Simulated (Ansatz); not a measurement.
**In3Sb2As: the cell at several levels of theory, part 1 of 2**

How does the equilibrium cell of In3Sb2As, ordered on the zincblende lattice (I-4m2) with 6 atoms a cell depend on the functional? It is relaxed with PBE and r2SCAN. This is a trial cell built on a prototype, not taken from a measured structure, and it needn't be the compound's ground state.

Program: Ansatz 0.2.0. PAW datasets, plane waves, zero pressure. Simulation only: spin-unpolarised, and no claim that this is the phase found in nature.

## Step 1: The structure to begin with

The symmetry is I-4m2 (No. 119, tetragonal); a = 4.434 Å, c = 18.811 Å in the conventional setting, 30.82 Å³ an atom. As has 4 In at 2.72 Å; In has 2 As at 2.72 Å and 2 Sb at 2.72 Å; Sb has 4 In at 2.72 Å; In has 4 Sb at 2.72 Å.

Structure file:

```
As In Sb
1.0
    -2.21690    2.21690    9.40550
     2.21690   -2.21690    9.40550
     2.21690    2.21690   -9.40550
As In Sb
1 3 2
Direct
  0.00000 0.00000 0.00000
  0.58333 0.08333 0.50000
  0.25000 0.75000 0.50000
  0.91667 0.41667 0.50000
  0.66667 0.66667 0.00000
  0.33333 0.33333 0.00000
```

## Step 2: Relaxation with PBE

input.yaml

```yaml
crystal:
  lattice:
    - [-2.2168970834, 2.2168970834, 9.4054977653]
    - [2.2168970834, -2.2168970834, 9.4054977653]
    - [2.2168970834, 2.2168970834, -9.4054977653]
  atoms:
    - { symbol: As, position: [0.0, 0.0, 0.0] }
    - { symbol: In, position: [0.5833333333, 0.0833333333, 0.5] }
    - { symbol: Sb, position: [0.6666666667, 0.6666666667, 0.0] }
    - { symbol: In, position: [0.25, 0.75, 0.5] }
    - { symbol: Sb, position: [0.3333333333, 0.3333333333, 0.0] }
    - { symbol: In, position: [0.9166666667, 0.4166666667, 0.5] }
kpoints:
  mp_grid: { grid: [8, 8, 8] }
hamiltonian:
  xc: pbe
scf:
  occupations: { method: fermi_dirac, width: 0.02 }
relax:
  f_tol: 0.005
  cell: {}
output:
  write_density: true
  write_potential: true
  elf: true
  volumetric_format: npy
```

On the command line:

```console
$ ansatz run input.yaml --threads 2 --pin off --max-ram 29491MiB --backend cpu --events-out ev --progress --plain --runs-dir out
```

The log of the run:

```text
basis.fft_grid_basis auto: the FFT boxes are laid along the combinations [[1, -1, 0], [0, 1, 0], [1, 0, 1]] of the cell's own vectors, 6.270, 9.914 and 4.434 Å long. The dense box has 45×72×30 points. Along the cell's own vectors, as sized, it would have 72×72×72, 3.84 times as many. Of the 8 symmetry operations that the crystal satisfies within crystal.symmetry.tolerance (time reversal apart; of a slab, those that keep its plane) the dense box along the cell's own vectors carries 8, and the one as laid loses 7 of those. basis.fft_grid_basis: typed keeps the cell's own vectors: state it where this run's energies or levels are differenced outside the engine with another run's, or held beside a run that keeps those vectors. Those combinations have planes normal to reciprocal vector 3, as the cell's own vectors have. Each planar average written beside output.write_density, output.write_potential has a row for each plane of the box: 30. The volumetric files lie along those combinations, not along the cell's own vectors: a cube or XSF file states them, and fields.json those of NumPy files.
Engine: ansatz 0.2.0, x86_64-unknown-linux-gnu
Pseudopotentials: kind: paw
Pseudopotential: As, paw, valence charge 15, recommended cutoff 420 eV (normal), As.paw.azcp
Pseudopotential: In, paw, valence charge 13, recommended cutoff 420 eV (normal), In.paw.azcp
Pseudopotential: Sb, paw, valence charge 15, recommended cutoff 420 eV (normal), Sb.paw.azcp
Functional definition: PBE
  parameter kappa = 0.804
  parameter beta = 0.06672455060314922
  exchange = pbe_x(kappa = kappa, mu = beta*pi^2/3)
  correlation = pbe_c(beta = beta)
Crystal: 6 atoms, lattice volume = 184.898 Å³
Basis set: ecut = 420 eV, 3679 PW (Γ), FFT grids on a1−a2, a2, a1+a3, exchange–correlation on 90×144×60 points (8 copies of the dense FFT grid, shifted against one another)
Bands: 51, of which v1, the nominal top of the filled ones, is band 42 counted from 1 (41 counted from 0)
Symmetry: 8 space group operations
Space group: I-4m2 (ITA 119), of the structure as read, at distance tolerance 5.7e-5 Å
k-points: 59 of 512 (time reversal used)
Non-local potential: As, projectors of the file, l = 0: 2, l = 1: 2, l = 2: 3, l = 3: 1
Non-local potential: In, projectors of the file, l = 0: 2, l = 1: 2, l = 2: 2, l = 3: 2
Non-local potential: Sb, projectors of the file, l = 0: 2, l = 1: 2, l = 2: 2, l = 3: 2
PAW form: soft (Blöchl's): semilocal exchange-correlation on the pseudo side does not see the compensation charge
PAW one-centre angular grid: As, 590 points (default); XC on 64 Gauss nodes
PAW one-centre angular grid: In, 590 points (default); XC on 64 Gauss nodes
PAW one-centre angular grid: Sb, 590 points (default); XC on 64 Gauss nodes
Initial density: superposition of atomic densities (neutral atoms: chi_scale 0, normalization atom), corrected by the library's trained network
Initial wavefunctions: pseudopotential atomic-orbital guess
Functional: x = pbe(κ = 0.804, μ = 0.2195149727645171), c = pbe(β = 0.06672455060314922)
SCF iter   1: F=—  HF=-34619.069832 eV  |F-HF|=—  |Δ(HF+E_count)|=         —  Δρ=1.94e-3  dr2=1.63e-2  ethr=1.77e-3  ⟨swp⟩=7.6  Hψ=12660  notcnv=0  defer=4
preconditioner: auto → Resta (q_TF=auto, 2.392 Å⁻¹)  ε∞=3.1  [insulator: Δε(μ)=0.576 eV  Ē_g=13.712 eV  σ=0.020 eV  W_gap=0.66  n_scr=42 (ndim 8)  ℏωp=20.1 eV  f_vac=0.099  D(μ)=0.14/eV (n_scr^D=0)  ε∞_Penn≈3.1]
SCF iter   2: F=—  HF=-34619.063929 eV  |F-HF|=—  |Δ(HF+E_count)|=   5.90e-3  Δρ=9.40e-4  dr2=3.69e-3  ethr=1.94e-5  ⟨swp⟩=2.2  Hψ=5240  notcnv=0  defer=160
SCF iter   3: F=—  HF=-34619.063691 eV  |F-HF|=—  |Δ(HF+E_count)|=   2.38e-4  Δρ=2.75e-4  dr2=2.29e-4  ethr=4.39e-6  ⟨swp⟩=2.0  Hψ=3917  notcnv=0  defer=160
SCF iter   4: F=—  HF=-34619.063826 eV  |F-HF|=—  |Δ(HF+E_count)|=   1.35e-4  Δρ=1.13e-4  dr2=4.91e-5  ethr=2.72e-7  ⟨swp⟩=3.0  Hψ=5008  notcnv=0  defer=160
SCF iter   5: F=—  HF=-34619.063902 eV  |F-HF|=—  |Δ(HF+E_count)|=   7.55e-5  Δρ=3.57e-5  dr2=8.88e-6  ethr=5.85e-8  ⟨swp⟩=2.0  Hψ=5328  notcnv=0  defer=160
SCF iter   6: F=—  HF=-34619.063904 eV  |F-HF|=—  |Δ(HF+E_count)|=   2.89e-6  Δρ=1.62e-5  dr2=1.02e-6  ethr=1.06e-8  ⟨swp⟩=2.0  Hψ=5328  notcnv=0  defer=160
SCF iter   7: F=-34619.063906 eV  HF=-34619.063905 eV  |F-HF|=1.23e-7  |Δ(HF+E_count)|=   9.56e-7  Δρ=4.83e-6  dr2=5.58e-8  ethr=1.19e-10  ⟨swp⟩=7.1  Hψ=20451  notcnv=0
SCF 1 converged in 7 iterations: F = -34619.063906 eV  dr2 = 5.58e-8
relax step   1: F+E_penalty+E_count = -34619.06390552 eV  Δ(F+E_penalty+E_count) = +0.000e0 eV  max|allowed force component| = 1.187e0 eV/Å  Δτ_max = 0.0000 Å  P = +5.641 GPa  Ω = 184.898 Å³  (7 SCF iters, dr2 threshold 1.00e-7 eV, accepted)
Crystal: 6 atoms, lattice volume = 203.699 Å³
Basis set: ecut = 420 eV, 4025 PW (Γ), FFT grids on a1−a2, a2, a1+a3, exchange–correlation on 90×144×60 points (8 copies of the dense FFT grid, shifted against one another)
Initial density: handed on by an earlier stage of this run
Initial wavefunctions: those handed on with the density
iter 1 solved again at ethr=1.00e-4 eV; its pass at ethr=3.10e-3 eV (dr2=8.43e-2 eV) is discarded
SCF iter   1: F=—  HF=-34619.513509 eV  |F-HF|=—  |Δ(HF+E_count)|=         —  Δρ=8.77e-3  dr2=8.41e-2  ethr=1.00e-4  ⟨swp⟩=2.5  Hψ=16206  notcnv=0
preconditioner: auto → Resta (q_TF=auto, 2.354 Å⁻¹)  ε∞=3.1  [insulator: Δε(μ)=0.225 eV  Ē_g=13.347 eV  σ=0.020 eV  W_gap=0.65  n_scr=50 (ndim 8)  ℏωp=19.1 eV  f_vac=0.131  D(μ)=0.15/eV (n_scr^D=0)  ε∞_Penn≈3.1]
SCF iter   2: F=—  HF=-34619.497912 eV  |F-HF|=—  |Δ(HF+E_count)|=   1.56e-2  Δρ=4.15e-3  dr2=2.35e-2  ethr=1.00e-4  ⟨swp⟩=2.1  Hψ=5136  notcnv=0
SCF iter   3: F=—  HF=-34619.498523 eV  |F-HF|=—  |Δ(HF+E_count)|=   6.11e-4  Δρ=8.16e-4  dr2=1.75e-3  ethr=2.80e-5  ⟨swp⟩=2.9  Hψ=5693  notcnv=0
SCF iter   4: F=—  HF=-34619.499515 eV  |F-HF|=—  |Δ(HF+E_count)|=   9.92e-4  Δρ=2.07e-4  dr2=1.65e-4  ethr=2.08e-6  ⟨swp⟩=2.0  Hψ=5993  notcnv=0
SCF iter   5: F=—  HF=-34619.499600 eV  |F-HF|=—  |Δ(HF+E_count)|=   8.49e-5  Δρ=1.25e-4  dr2=5.68e-5  ethr=1.96e-7  ⟨swp⟩=2.0  Hψ=5480  notcnv=0
SCF iter   6: F=—  HF=-34619.499676 eV  |F-HF|=—  |Δ(HF+E_count)|=   7.60e-5  Δρ=5.38e-5  dr2=1.72e-5  ethr=6.76e-8  ⟨swp⟩=2.0  Hψ=5488  notcnv=0
SCF iter   7: F=—  HF=-34619.499688 eV  |F-HF|=—  |Δ(HF+E_count)|=   1.21e-5  Δρ=1.44e-5  dr2=9.79e-7  ethr=2.04e-8  ⟨swp⟩=2.0  Hψ=3694  notcnv=0
SCF iter   8: F=-34619.499690 eV  HF=-34619.499690 eV  |F-HF|=1.92e-7  |Δ(HF+E_count)|=   1.70e-6  Δρ=5.67e-6  dr2=9.71e-8  ethr=7.14e-10  ⟨swp⟩=9.8  Hψ=22736  notcnv=0
SCF 2 converged in 8 iterations: F = -34619.499690 eV  dr2 = 9.71e-8
  Residual-converged pass: ⟨swp⟩=1.1  Hψ=3248  notcnv=0  max |occ|·‖R‖ = 7.1e-9 eV (tolerance 1.0e-8 eV)  dr2=9.71e-8  dr2_onsite=2.74e-8  max |Δocc| = 1.2e-10
relax step   2: F+E_penalty+E_count = -34619.49969008 eV  Δ(F+E_penalty+E_count) = -4.358e-1 eV  max|allowed force component| = 5.283e-1 eV/Å  Δτ_max = 0.1949 Å  P = +0.214 GPa  Ω = 203.699 Å³  energy of the carried Pulay correction = -4.045e-3 eV  (8 SCF iters, dr2 threshold 6.00e-7 eV, accepted)
Crystal: 6 atoms, lattice volume = 205.374 Å³
Basis set: ecut = 420 eV, 4041 PW (Γ), FFT grids on a1−a2, a2, a1+a3, exchange–correlation on 90×144×60 points (8 copies of the dense FFT grid, shifted against one another)
iter 1 solved again at ethr=8.86e-6 eV; its pass at ethr=3.10e-3 eV (dr2=7.44e-3 eV) is discarded
SCF iter   1: F=—  HF=-34619.534865 eV  |F-HF|=—  |Δ(HF+E_count)|=         —  Δρ=2.45e-3  dr2=7.38e-3  ethr=8.86e-6  ⟨swp⟩=2.8  Hψ=16288  notcnv=0
preconditioner: auto → Resta (q_TF=auto, 2.351 Å⁻¹)  ε∞=3.1  [insulator: Δε(μ)=0.265 eV  Ē_g=13.291 eV  σ=0.020 eV  W_gap=0.65  n_scr=50 (ndim 8)  ℏωp=19.0 eV  f_vac=0.118  D(μ)=0.15/eV (n_scr^D=0)  ε∞_Penn≈3.1]
SCF iter   2: F=—  HF=-34619.532890 eV  |F-HF|=—  |Δ(HF+E_count)|=   1.98e-3  Δρ=1.15e-3  dr2=1.63e-3  ethr=8.78e-6  ⟨swp⟩=2.0  Hψ=4683  notcnv=0
SCF iter   3: F=—  HF=-34619.532627 eV  |F-HF|=—  |Δ(HF+E_count)|=   2.63e-4  Δρ=2.46e-4  dr2=2.72e-4  ethr=1.94e-6  ⟨swp⟩=2.1  Hψ=4142  notcnv=0
SCF iter   4: F=—  HF=-34619.532632 eV  |F-HF|=—  |Δ(HF+E_count)|=   5.35e-6  Δρ=8.44e-5  dr2=3.85e-5  ethr=3.24e-7  ⟨swp⟩=2.0  Hψ=5488  notcnv=0
SCF iter   5: F=—  HF=-34619.532635 eV  |F-HF|=—  |Δ(HF+E_count)|=   2.92e-6  Δρ=3.51e-5  dr2=2.54e-6  ethr=4.58e-8  ⟨swp⟩=2.0  Hψ=5473  notcnv=0
SCF iter   6: F=-34619.532639 eV  HF=-34619.532639 eV  |F-HF|=1.14e-7  |Δ(HF+E_count)|=   3.79e-6  Δρ=1.04e-5  dr2=3.91e-7  ethr=7.14e-10  ⟨swp⟩=9.9  Hψ=25837  notcnv=0
SCF 3 converged in 6 iterations: F = -34619.532639 eV  dr2 = 3.91e-7
relax step   3: F+E_penalty+E_count = -34619.53263893 eV  Δ(F+E_penalty+E_count) = -3.295e-2 eV  max|allowed force component| = 5.308e-2 eV/Å  Δτ_max = 0.0593 Å  P = -0.104 GPa  Ω = 205.374 Å³  energy of the carried Pulay correction = -4.387e-3 eV  (6 SCF iters, dr2 threshold 6.00e-7 eV, accepted)
[... 8 lines left out ...]
relax step   4: F+E_penalty+E_count = -34619.53330952 eV  Δ(F+E_penalty+E_count) = -6.706e-4 eV  max|allowed force component| = 4.150e-4 eV/Å  Δτ_max = 0.0069 Å  P = -0.019 GPa  Ω = 204.925 Å³  energy of the carried Pulay correction = -4.296e-3 eV  (4 SCF iters, dr2 threshold 1.76e-7 eV, accepted)
Basis set: ecut = 420 eV, 4025 PW (Γ), FFT grids on a1−a2, a2, a1+a3, exchange–correlation on 90×144×64 points (8 copies of the dense FFT grid, shifted against one another)
Initial wavefunctions: pseudopotential atomic-orbital guess (no wavefunctions were taken with the density)
iter 1 solved again at ethr=3.95e-7 eV; its pass at ethr=3.10e-3 eV (dr2=3.32e-4 eV) is discarded
SCF iter   1: F=—  HF=-34619.536790 eV  |F-HF|=—  |Δ(HF+E_count)|=         —  Δρ=1.30e-4  dr2=6.43e-6  ethr=3.95e-7  ⟨swp⟩=3.1  Hψ=19907  notcnv=0
preconditioner: auto → Resta (q_TF=auto, 2.351 Å⁻¹)  ε∞=3.1  [insulator: Δε(μ)=0.269 eV  Ē_g=13.296 eV  σ=0.020 eV  W_gap=0.65  n_scr=50 (ndim 8)  ℏωp=19.1 eV  f_vac=0.116  D(μ)=0.15/eV (n_scr^D=0)  ε∞_Penn≈3.1]
SCF iter   2: F=—  HF=-34619.536817 eV  |F-HF|=—  |Δ(HF+E_count)|=   2.62e-5  Δρ=6.04e-5  dr2=1.32e-6  ethr=7.65e-9  ⟨swp⟩=2.0  Hψ=4803  notcnv=0
SCF iter   3: F=—  HF=-34619.536830 eV  |F-HF|=—  |Δ(HF+E_count)|=   1.32e-5  Δρ=1.54e-5  dr2=1.20e-7  ethr=1.57e-9  ⟨swp⟩=2.0  Hψ=4603  notcnv=0
SCF iter   4: F=—  HF=-34619.536831 eV  |F-HF|=—  |Δ(HF+E_count)|=   7.62e-7  Δρ=1.70e-6  dr2=2.11e-8  ethr=1.43e-10  ⟨swp⟩=2.0  Hψ=5488  notcnv=0
SCF iter   5: F=—  HF=-34619.536831 eV  |F-HF|=—  |Δ(HF+E_count)|=   7.68e-9  Δρ=6.79e-7  dr2=9.49e-10  ethr=2.51e-11  ⟨swp⟩=2.0  Hψ=5473  notcnv=0
SCF iter   6: F=—  HF=-34619.536831 eV  |F-HF|=—  |Δ(HF+E_count)|=   2.74e-9  Δρ=1.94e-7  dr2=2.03e-10  ethr=1.13e-12  ⟨swp⟩=2.0  Hψ=5488  notcnv=0
SCF iter   7: F=-34619.536831 eV  HF=-34619.536831 eV  |F-HF|=4.37e-11  |Δ(HF+E_count)|=  1.46e-10  Δρ=8.54e-8  dr2=2.87e-11  ethr=1.00e-12  ⟨swp⟩=6.2  Hψ=14065  notcnv=0
SCF 5 converged in 7 iterations: F = -34619.536831 eV  dr2 = 2.87e-11
relax step   5: F+E_penalty+E_count = -34619.53683060 eV  Δ(F+E_penalty+E_count) = -3.521e-3 eV  max|allowed force component| = 3.057e-4 eV/Å  Δτ_max = 0.0000 Å  P = -0.031 GPa  Ω = 204.925 Å³  stress off target by 3.53e-2 GPa  SCF on the basis re-selected at this cell (its energy is not comparable with the rows above)  (7 SCF iters)
basis re-selected at this cell: Δ(F+E_penalty+E_count) = -3.521e-3 eV, ΔP = -0.012 GPa vs the last step (what re-selecting the basis moved, of the pressure what is left beyond the Pulay correction that the steps carried, after the strain that the cell walked since its last selection, with what the two solves' SCF thresholds leave and, on support functions, any second-order correction that the steps lacked; it is no measure of the basis error at this ecutwfc). The dense FFT grid was sized anew with the basis: this SCF ran on 45×72×32 points, the steps before it on 45×72×30, so part of this shift can come from that change (see relax.cell in the input reference). This SCF's stress stands 3.53e-2 GPa from its target on what of the cell is left free (relax.cell.stress_tol is 5.00e-2 GPa) and its largest allowed force component is 3.06e-4 eV/Å (relax.f_tol is 5.00e-3 eV/Å): within both
SCF converged after 7 iterations
Free energy (F): -34619.536831 eV
Harris-Foulkes:  -34619.536831 eV  (|F-HF|=4.37e-11)
Internal energy: -34619.536617 eV  (E = F + TS)
E sigma→0 (E₀):  -34619.536724 eV
Entropy (-TS):   -0.000214 eV (-0.036 meV/atom)
Fermi energy:    6.706255 eV
--- Per-component energies (eV) ---
  E_band       = -896.754939
  E_kinetic    = 1243.282736
  E_local      = -9999.176357  (includes V_loc(G=0)·N_el)
  E_nonlocal   = 1156.106054
  E_hartree    = 4470.477843
  E_xc         = -999.797564
  E_vxc        = -566.709267  (∫ρ·V_xc dr)
  E_paw        = -23452.855068  (= ΣΔE_a)
  E_vpaw       = -1671.213796  (= ΣTr[D̂ρ^β])
  E_aug_tail   = 0.000082  (compensation charges beyond the density's cutoff)
  E_ewald      = -7037.574342
  E_smearing   = -0.000214  (= −TS)
  E_closure    = 0.000000  (closes the sum)
  Σ components = -34619.536831   (vs F -34619.536831, Δ=0.00e0)
--- Forces (eV/Å), atoms counted from 1 ---
  atom   1  As    -0.00000000    -0.00000000    -0.00000000
  atom   2  In     0.00000000     0.00000000    -0.00030570
  atom   3  Sb    -0.00000000     0.00000000    -0.00009775
  atom   4  In     0.00000000     0.00000000    -0.00000000
  atom   5  Sb    -0.00000000     0.00000000     0.00009775
  atom   6  In     0.00000000     0.00000000     0.00030570
  max |Σ_I F_I| component: 1.93e-17 eV/Å
--- Stress (GPa, compression-positive) ---
       -0.035301       0.000000      -0.000000
        0.000000      -0.035301       0.000000
       -0.000000       0.000000      -0.023499
  P = ⅓ Tr σ = -0.0314 GPa (-0.314 kbar)
--- Band table (eV; the first three rows and the last of 59) ---
  k-point 0: bands = ["-28.5037", "-28.4980", "-28.4909", "-28.4909", "-28.4830", "-21.7191", "-21.7191", "-21.7154", "-21.7154", "-21.7126", "-21.7119", "-21.7060", "-21.7058", "-21.6975", "-21.6969", "-7.8465", "-7.7960", "-7.7662", "-7.7662", "-7.7523", "-7.7319", "-7.7319", "-7.7114", "-7.7096", "-7.7096", "-7.6990", "-7.6865", "-7.6758", "-7.6654", "-7.6621", "-4.2808", "-3.0176", "-2.5452", "1.9162", "2.2444", "4.6955", "4.6955", "5.1668", "5.1668", "6.0009", "6.6405", "6.6937", "6.6937", "8.0947", "8.2467", "8.8472", "8.9906", "9.9115", "9.9115", "9.9350", "12.7101"]
  k-point 1: bands = ["-28.5036", "-28.4980", "-28.4910", "-28.4910", "-28.4830", "-21.7192", "-21.7190", "-21.7156", "-21.7154", "-21.7122", "-21.7116", "-21.7058", "-21.7056", "-21.6976", "-21.6971", "-7.8430", "-7.7956", "-7.7770", "-7.7601", "-7.7466", "-7.7380", "-7.7313", "-7.7140", "-7.7137", "-7.7061", "-7.6968", "-7.6868", "-7.6772", "-7.6639", "-7.6636", "-4.1389", "-2.9070", "-2.4383", "1.7472", "2.0276", "4.3535", "4.3990", "4.7328", "5.0086", "5.1532", "6.1699", "6.2051", "7.9105", "8.8005", "9.1180", "9.2245", "9.4830", "9.5880", "10.5875", "10.6356", "11.3812"]
  k-point 2: bands = ["-28.5035", "-28.4980", "-28.4910", "-28.4910", "-28.4830", "-21.7197", "-21.7190", "-21.7160", "-21.7154", "-21.7111", "-21.7107", "-21.7052", "-21.7051", "-21.6977", "-21.6974", "-7.8439", "-7.8005", "-7.8003", "-7.7451", "-7.7422", "-7.7331", "-7.7271", "-7.7194", "-7.7138", "-7.6987", "-7.6959", "-7.6880", "-7.6822", "-7.6681", "-7.6602", "-3.7777", "-2.5959", "-2.1735", "1.4317", "1.5810", "3.0120", "3.8200", "3.9507", "5.1846", "5.2307", "5.3850", "5.4571", "8.4586", "8.9448", "9.0079", "9.0153", "10.8884", "10.8944", "11.2802", "11.3489", "12.0713"]
  k-point 58: bands = ["-28.5037", "-28.4980", "-28.4909", "-28.4909", "-28.4830", "-21.7191", "-21.7191", "-21.7154", "-21.7154", "-21.7126", "-21.7119", "-21.7060", "-21.7058", "-21.6975", "-21.6969", "-7.8511", "-7.7771", "-7.7667", "-7.7636", "-7.7636", "-7.7378", "-7.7378", "-7.7129", "-7.7063", "-7.7063", "-7.6976", "-7.6864", "-7.6760", "-7.6653", "-7.6620", "-4.2161", "-3.3453", "-2.1694", "1.0773", "3.8625", "4.2474", "4.5198", "4.5198", "5.7660", "5.7660", "6.1065", "6.1065", "8.0670", "8.0670", "8.4371", "8.5542", "9.0436", "9.3794", "10.8839", "10.8839", "11.2363"]
--- Relaxed structure (4 steps of the walk, 4 accepted, 1 SCFs on fresh bases) ---
  F+E_penalty+E_count = -34619.53683060 eV   max|allowed force component| = 3.057e-4 eV/Å   (the final SCF, on the basis selected at the relaxed cell)
  cell:  # Å, volume = 204.9245 Å³
    - [-2.2957340553185404, 2.2957340553185404, 9.720549222012792]
    - [2.2957340553185404, -2.2957340553185404, 9.720549222012792]
    - [2.2957340553185404, 2.2957340553185404, -9.720549222012792]
  atoms:
    - { symbol: As, position: [2.5744356251059727e-19, 2.5744356251059747e-19, 1.6074142404064733e-34] }
    - { symbol: In, position: [0.5760436332725449, 0.0760436332725449, 0.5] }
    - { symbol: Sb, position: [0.6630647858666707, 0.6630647858666707, -1.178424957537496e-34] }
    - { symbol: In, position: [0.24999999999999997, 0.75, 0.5] }
    - { symbol: Sb, position: [0.3369352141333292, 0.3369352141333292, 2.934613102880014e-34] }
    - { symbol: In, position: [0.9239563667274551, 0.42395636672745507, 0.5] }
```

It took 1.8 min on 2 threads of AMD EPYC 7R13 (Zen 3), shared host; peak memory 0.92 GiB.

The path of the relaxation:

| step | energy change (meV/atom) | largest force (eV/Å) | pressure (GPa) | volume (Å³/atom) |
| --- | --- | --- | --- | --- |
| 1 | 0.0 | 1.1874 | 5.64 | 30.816 |
| 2 | -72.6 | 0.5283 | 0.21 | 33.950 |
| 3 | -78.1 | 0.0531 | -0.10 | 34.229 |
| 4 | -78.2 | 0.0004 | -0.02 | 34.154 |
| 5 | -78.8 | 0.0003 | -0.03 | 34.154 |

Step 5 solves the same cell on a plane-wave basis chosen anew, so the energy can jump there without a move.

The table lists every geometry solved, with passes on a fresh basis, whose energies don't compare exactly with the rows above.

|  | before | after | change |
| --- | --- | --- | --- |
| a (Å) | 4.434 | 4.591 | +3.56 % |
| c (Å) | 18.811 | 19.441 | +3.35 % |
| volume (Å³/atom) | 30.816 | 34.154 | +10.83 % |
| shortest distance (Å) | 2.715 | 2.731 | +0.57 % |
| space group | I-4m2 | I-4m2 | same |

The maps below are laid out on this run's own conventional cell (a, b, c = 4.591, 4.591, 19.441 Å).

Density in a lattice plane of the grid's cell (edges 4.59 and 19.44 Å, at 0.000 of the third edge), which holds As and In and Sb.

Values in e/Å³, 12 rows by 6 columns:
```
 0.09  0.13  1.39 11.79  1.38  0.13
 0.01  0.01  0.04  0.07  0.04  0.01
 0.09  0.06  0.02  0.01  0.02  0.06
21.46  1.25  0.15  0.07  0.15  1.25
 0.13  0.17  1.39 11.78  1.39  0.17
 0.01  0.02  0.06  0.10  0.06  0.02
 0.13  0.08  0.02  0.01  0.02  0.08
21.46  1.26  0.17  0.09  0.17  1.26
 0.09  0.14  1.45 12.46  1.45  0.14
 0.01  0.02  0.05  0.09  0.05  0.02
 0.09  0.05  0.02  0.01  0.02  0.05
33.88  1.13  0.16  0.10  0.16  1.13
```
Columns run along the first of these edges and rows up along the second, over one cell in 6 and 12 even steps from the bottom left corner. Atoms in the plane (fractional): As at (0.00, 0.00), In at (0.50, 0.58), Sb at (0.00, 0.66), In at (0.50, 0.25), Sb at (0.00, 0.34), In at (0.50, 0.92).

ELF in the same plane.

Ten even steps from ' ' (0.00) to '@' (0.72):
```
@@@@--  --@@
::::--  --::
    ::--::  
            
++--      --
--++==  ==++
  ==%%--%%==
**%%--  --%%
..--==  ==--
    ::::::  
..          
**##..  ..##
  ==##..##==
--**==--==**
++++--  --++
  ..------..
    ......  
::          
@@%%::  ::%%
==%%**::**%%
```
Columns run along the first of these edges and rows up along the second, over one cell in 6 and 20 even steps from the bottom left corner. Atoms in the plane (fractional): As at (0.00, 0.00), In at (0.50, 0.58), Sb at (0.00, 0.66), In at (0.50, 0.25), Sb at (0.00, 0.34), In at (0.50, 0.92).

Both are smooth fields of the valence electrons: close to the nuclei they are not physical.

Maxima of ELF outside the ion cores: 0.75 on the As–In line, 1.1 Å from As; 0.67 on the Sb–In line, 1.4 Å from Sb.

(Continued in part 2 of 2.)
